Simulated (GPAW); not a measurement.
Runs of GPAW 26.7.0 on Si2Mo. It takes space group I4/mmm (No. 139, tetragonal). The conventional cell has a = 3.200 Å, b = 3.200 Å, c = 7.861 Å, α = 90.00°, β = 90.00°, γ = 90.00°. Around Mo (site symmetry 4/mmm) lie 10 Si at 2.62 Å. Si (site symmetry 4mm) is surrounded by 5 Si at 2.61 to 2.63 Å and 5 Mo at 2.62 Å. 

```csv
task,level,potentials or basis,spin,k mesh,smearing,band path,band points,spin axis theta (degrees),spin axis phi (degrees),soc after scf,gap on the mesh (eV),pressure (GPa),largest force (eV/Å)
single point,PBE,"GPAW PAW data sets (gpaw-data 1.2.1), pw",off,12 × 12 × 12,gaussian 0.021 eV,-,-,-,-,-,none,2.8,0.26
band structure,PBE,"GPAW PAW data sets (gpaw-data 1.2.1), pw",off,12 × 12 × 12,fermi-dirac 0.05 eV,"GXYSGZS1NPY1Z,XP",60,-,-,-,-,2.8,0.26
band structure,PBEsol,"PAW data sets generated in the run's folder for this functional, pw","SOC, no magnetisation",9 × 9 × 9,fermi-dirac 0.05 eV,"GXYSGZS1NPY1Z,XP",100,0,0,second variation,-,-2.1,(a)
single point,PBE,"GPAW PAW data sets (gpaw-data 1.2.1), pw",off,12 × 12 × 12,gaussian 0.019 eV,-,-,-,-,-,none,2.8,0.26
band structure,PBE,"GPAW PAW data sets (gpaw-data 1.2.1), pw","SOC, no magnetisation",9 × 9 × 9,fermi-dirac 0.05 eV,"GXYSGZS1NPY1Z,XP",80,90,0,second variation,-,2.9,0.29
single point,PBE,"GPAW PAW data sets (gpaw-data 1.2.1), pw",off,12 × 12 × 12,gaussian 0.018 eV,-,-,-,-,-,none,2.8,0.26
single point,PBE,"GPAW PAW data sets (gpaw-data 1.2.1), pw",off,12 × 12 × 12,gaussian 0.017 eV,-,-,-,-,-,none,2.8,0.26
single point,PBE,"GPAW PAW data sets (gpaw-data 1.2.1), pw",off,12 × 12 × 12,gaussian 0.011 eV,-,-,-,-,-,none,2.8,0.26
```

Alike in all rows: cell as given; cutoff (eV) 600.

**Question.** Estimate the missing entries.

**Answer.** (a) 0.34.

Caveats: spin-orbit coupling was added after a scalar SCF, so levels and gaps hold it while energy, forces, pressure and moments don't (some runs); this program's spin-orbit splittings come out too wide for heavy elements (some runs).

A k mesh can miss the band edges, and rows without SOC leave out spin-orbit coupling on Mo.

A gap of «none» marks a metal or a gap under the smearing width.
